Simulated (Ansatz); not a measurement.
# CdI₂, one structure, two calculations

Cell: a computed structure from the Materials Project (it need not be an observed phase), ions relaxed with PBE at fixed cell.

```
Cd I
1.0
     4.28870    0.00000    0.00000
    -2.14435    3.71413    0.00000
     0.00000    0.00000   21.84685
Cd I
3 6
Direct
  0.66667 0.33333 0.33287
  0.33333 0.66667 0.66713
  0.00000 0.00000 0.00000
  0.33333 0.66667 0.07918
  0.33333 0.66667 0.41203
  0.66667 0.33333 0.92082
  0.66667 0.33333 0.58797
  0.00000 0.00000 0.25368
  0.00000 0.00000 0.74632
```

Atom numbers follow the list; atoms alike are taken as one site, whose name carries the number of the first.

First run. The numbers come from a DFT calculation in Ansatz (PBE, plane waves and PAW, scalar-relativistic, 420 eV cutoff, Γ-centred 8×8×2 k-points, Fermi–Dirac smearing 0.01 eV).

```csv
site,atom,V_zz (10²¹ V/m²),η
Cd,1,0.054,0.00
I4,4,-5.64,0.00
I5,5,-5.60,0.00
I8,8,-5.49,0.00
```

Second run. The same atoms and settings, except that the functional is r2SCAN and the cutoff is 500 eV.

(1) Given the first result, estimate the second.

## Answers

(1) 

| site | atom | V_zz | η | change of V_zz |
| --- | --- | --- | --- | --- |
| Cd | 1 | 0.053 | 0.00 | 0.00 |
| I4 | 4 | -5.27 | 0.00 | +0.37 |
| I5 | 5 | -5.21 | 0.00 | +0.39 |
| I8 | 8 | -5.12 | 0.00 | +0.37 |

The largest change of V_zz is on I5, from -5.60 to -5.21. In per cent, |V_zz| changes by -7 on I (all sites that start above 0.5).

Without spin–orbit coupling the gradients at and beside I can be off by some per cent, at some sites by more.
For the second run: With these PAW files V_zz is typically within 2 to 3 % of all-electron values, but misses above 10 % occur on I.
